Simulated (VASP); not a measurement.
# W in VASP: single point with PBEsol

Aim: the single point of W with PBEsol.

All numbers are computed with VASP 6.6.1; they aren't measurements. Logs are shortened: lines on timing, memory, paths and dates and some standing lists are left out, and cuts for length are marked.

### 1 Starting point

The cell holds a slab with vacuum, 4 atoms: a = 3.093 Å, b = 3.093 Å, c = 25.778 Å, α = 90.00°, β = 90.00°, γ = 90.00°.

The cell was built by a generator and needn't be a form met in nature.

### 2 Single point, PBEsol

INCAR reads:

```
PREC     = Accurate       # precision mode
ENCUT    = 520            # plane-wave cutoff, eV
EDIFF    = 1E-7           # SCF threshold, eV
ISMEAR   = 1              # smearing method
SIGMA    = 0.1            # smearing width, eV
LREAL    = F              # projectors in reciprocal space
LASPH    = T              # aspherical terms in the spheres
NELM     = 100            # most SCF steps
ALGO     = Fast           # electronic algorithm
ISIF     = 2              # what is computed and relaxed
LWAVE    = F              # write WAVECAR
LCHARG   = F              # write CHGCAR
LDIPOL   = T            
IDIPOL   = 3            
DIPOL    = 0.5 0.5 0.658
GGA      = PS             # functional
NBANDS   = 36             # bands
```

KPOINTS reads:

```
regular mesh
0
Gamma
  12 12 1
```

POSCAR reads:

```
W
1.0
    3.0934661976      0.0000000000      0.0000000000
    0.0000000000      3.0934661976      0.0000000000
    0.0000000000      0.0000000000     25.7779452435
W
4
Direct
    0.0000000000      0.0000000000      0.5665521118
    0.5000000000      0.5000000000      0.6268430356
    1.0000000000      0.0000000000      0.6907750976
    0.5000000000      0.5000000000      0.7467189092
```

Potentials or basis: VASP PAW PBE potentials, release 64 (W_sv).

Run with:

```bash
> cat potpaw_PBE.64/W_sv/POTCAR > POTCAR
> mpirun -np 1 vasp_std > vasp.out
```

OUTCAR:

```text
PREC = Accurate
   ENCUT = 520
   EDIFF = 1E-7
   ISMEAR = 1
   LREAL = F
   LASPH = T
   NELM = 100
   ISIF = 2
   GGA = PS

 ion  position               nearest neighbor table
   1  0.000  0.000  0.567-   2 2.68   2 2.68   2 2.68   2 2.68   3 3.20
   2  0.500  0.500  0.627-   1 2.68   1 2.68   1 2.68   1 2.68   3 2.74   3 2.74   3 2.74   3 2.74
                             4 3.09
   3  0.000  0.000  0.691-   4 2.62   4 2.62   4 2.62   4 2.62   2 2.74   2 2.74   2 2.74   2 2.74
                             1 3.20
   4  0.500  0.500  0.747-   3 2.62   3 2.62   3 2.62   3 2.62   2 3.09

  LATTYP: Found a simple tetragonal cell.
 ALAT       =     3.0934661976
 C/A-ratio  =     8.3330295523

  Lattice vectors:

 A1 = (   3.0934661976,   0.0000000000,   0.0000000000)
 A2 = (   0.0000000000,   3.0934661976,   0.0000000000)
 A3 = (   0.0000000000,   0.0000000000,  25.7779452435)

Analysis of symmetry for initial positions (statically):
=====================================================================
 Subroutine PRICEL returns:
 Original cell was already a primitive cell.

 Routine SETGRP: Setting up the symmetry group for a
 simple tetragonal supercell.

 Subroutine GETGRP returns: Found  8 space group operations
 (whereof  8 operations were pure point group operations)
 out of a pool of 16 trial point group operations.

The static configuration has the point symmetry C_4v.

Analysis of symmetry for dynamics (positions and initial velocities):
=====================================================================
 Subroutine PRICEL returns:
 Original cell was already a primitive cell.

 Routine SETGRP: Setting up the symmetry group for a
 simple tetragonal supercell.

 Subroutine GETGRP returns: Found  8 space group operations
 (whereof  8 operations were pure point group operations)
 out of a pool of 16 trial point group operations.

The dynamic configuration has the point symmetry C_4v.

 Subroutine INISYM returns: Found  8 space group operations
 (whereof  8 operations are pure point group operations),
 and found     1 'primitive' translations

----------------------------------------------------------------------------------------

                                     Primitive cell

  volume of cell :     246.6829

  direct lattice vectors                    reciprocal lattice vectors
     3.093466198  0.000000000  0.000000000     0.323261977  0.000000000  0.000000000
     0.000000000  3.093466198  0.000000000     0.000000000  0.323261977  0.000000000
[... 101 lines left out ...]
   NUPDOWN=      -1.0000    fix difference up-down
   EMIN   =  10.00;   EMAX   =-10.00  energy-range for DOS
   EFERMI =   0.00;   METHOD = LEGACY
   ISMEAR =     1;   SIGMA  =   0.10  broadening in eV -4-tet -1-fermi 0-gaus
   EFERMI_NEDOS =   21; number of points for ismear=-14 and -15
   IALGO  =     68    algorithm
   IMIX   =      4    mixing-type and parameters
     AMIX     =   0.40;   BMIX     =  1.00
     AMIX_MAG =   1.60;   BMIX_MAG =  1.00
  volume/ion in A,a.u.               =      61.67       416.17
  Fermi-wavevector in a.u.,A,eV,Ry     =   0.998676  1.887223 13.569814  0.997353
  Thomas-Fermi vector in A             =   2.130915
   LORBIT       =      0    0 simple, 1 ext, 2 COOP (PROOUT), +10 PAW based schemes
   GGA     = PS    functional components
   LHFCALC =     F    Hartree Fock is set to
   AEXX    =    0.0000 exact exchange contribution
   IVDW    =     0    specifies the selected vdW correction
   LEPSILON=     F    determine dielectric tensor
   LRPA    =     F    only Hartree local field effects (RPA)
 non-spin polarized calculation
 RMM-DIIS sequential band-by-band and
 Methfessel and Paxton  Order N= 1 SIGMA  =   0.10
  energy-cutoff  :      520.00
  volume of cell :      246.68
 maximum number of plane-waves:      6700
 NGX is ok and might be reduce to    24
   NGX = 11   NGY = 11   NGZ = 95

 dipolmoment           0.000000      0.000000      0.003426 electrons x Angstroem

 number of electron      56.0000011 magnetization

 dipolmoment           0.000000      0.000000     -0.004115 electrons x Angstroem

 Free energy of the ion-electron system (eV)
  ---------------------------------------------------
  ext. energy  EPLUGINS =         0.00000000
  ---------------------------------------------------
  free energy    TOTEN  =       -49.80183963 eV

  energy without entropy =      -49.80821706  energy(sigma->0) =      -49.80396544

 E-fermi :  -0.2901     XC(G=0):  -4.3832

 val. band max:       -0.2915845080   @ k =   0.2500   0.0000   0.0000
 cond. band min:      -0.2277566385   @ k =   0.3333   0.2500   0.0000
 fundamental gap:      0.0638278695
 Fermi energy:        -0.2901235970

 k-point     1 :       0.0000    0.0000    0.0000
  band No.  band energies     occupation
      1     -74.0334      2.00000
      2     -73.9550      2.00000
      3     -73.8591      2.00000
      4     -73.7501      2.00000
      5     -38.5883      2.00000
      6     -38.4726      2.00000
[... 925 lines left out ...]
     35       3.3666      0.00000
     36       3.5676      0.00000

 [... further k-points ...]

------------------------ aborting loop because EDIFF is reached ----------------------------------------

 vacuum level on the upper side and lower side of the slab       (xc-potential included)        -0.048         0.028

  FORCE on cell =-STRESS in cart. coord.  units (eV):
  Direction    XX          YY          ZZ          XY          YZ          ZX
  --------------------------------------------------------------------------------------
  -------------------------------------------------------------------------------------
  Total       -2.7897104     -2.7897104     -1.4231774      0.0000000      0.0000000      0.0000000
  in kB      -18.1188511    -18.1188511     -9.2433753      0.0000000      0.0000000      0.0000000
  external PRESSURE =     -15.1603591 kB  Pullay stress =       0.0000000 kB

 VOLUME and BASIS-vectors are now :
 -----------------------------------------------------------------------------
  energy-cutoff  :      520.00
  volume of cell :      246.68
      direct lattice vectors                 reciprocal lattice vectors
     3.093466198  0.000000000  0.000000000     0.323261977  0.000000000  0.000000000
     0.000000000  3.093466198  0.000000000     0.000000000  0.323261977  0.000000000
     0.000000000  0.000000000 25.777945243     0.000000000  0.000000000  0.038792851

 POSITION                                       TOTAL-FORCE (eV/Angst)
 -----------------------------------------------------------------------------------
      0.00000      0.00000     14.60455        -0.000000     -0.000000      1.290939
      1.54673      1.54673     16.15873         0.000000     -0.000000     -1.636792
      0.00000      0.00000     17.80676        -0.000000     -0.000000      0.307571
      1.54673      1.54673     19.24888        -0.000000      0.000000      0.038282
 -----------------------------------------------------------------------------------
    total drift:                                0.000000      0.000000     -0.000082

  FREE ENERGIE OF THE ION-ELECTRON SYSTEM (eV)
  ---------------------------------------------------
  free  energy   TOTEN  =       -49.8018396290 eV

  energy  without entropy=      -49.8082170561  energy(sigma->0) =      -49.80396544

 vacuum level on the upper side and lower side of the slab         3.900         3.991
```

stdout:

```text
POSCAR found type information on POSCAR W
 POSCAR found :  1 types and       4 ions
 scaLAPACK will be used
 -----------------------------------------------------------------------------
|                                                                             |
|                                                                             |
|     You enforced a specific xc type in the INCAR file but a different       |
|     I HOPE YOU KNOW WHAT YOU ARE DOING!                                     |
|                                                                             |
 -----------------------------------------------------------------------------

 LDA part: xc-table for (Slater+PW92), standard interpolation
 POSCAR, INCAR and KPOINTS ok, starting setup
 FFT: planning ... GRIDC
 FFT: planning ... GRID_SOFT
 FFT: planning ... GRID
 WAVECAR not read
 entering main loop
WARNING in EDDRMM: call to ZHEGV failed, returncode =   8  4     36
```

Wall time 9 min (1 thread of AMD EPYC 7R13 (Zen 3), shared host); peak memory 0.4 GiB.

What came out:

- Free energy: -49.8018 eV
- Largest force: 1.637 eV/Å
- Band gap on the k mesh: none (metal or under the smearing width)

Forces on the atoms (eV/Å):
```
W    0.000  0.000  1.291
W    0.000  0.000 -1.637
W    0.000  0.000  0.308
W    0.000  0.000  0.038
```

Caveat: the PAW data sets were made with another functional, which shifts forces and pressure a little. The run has no spin-orbit coupling, so splittings on W are missing.
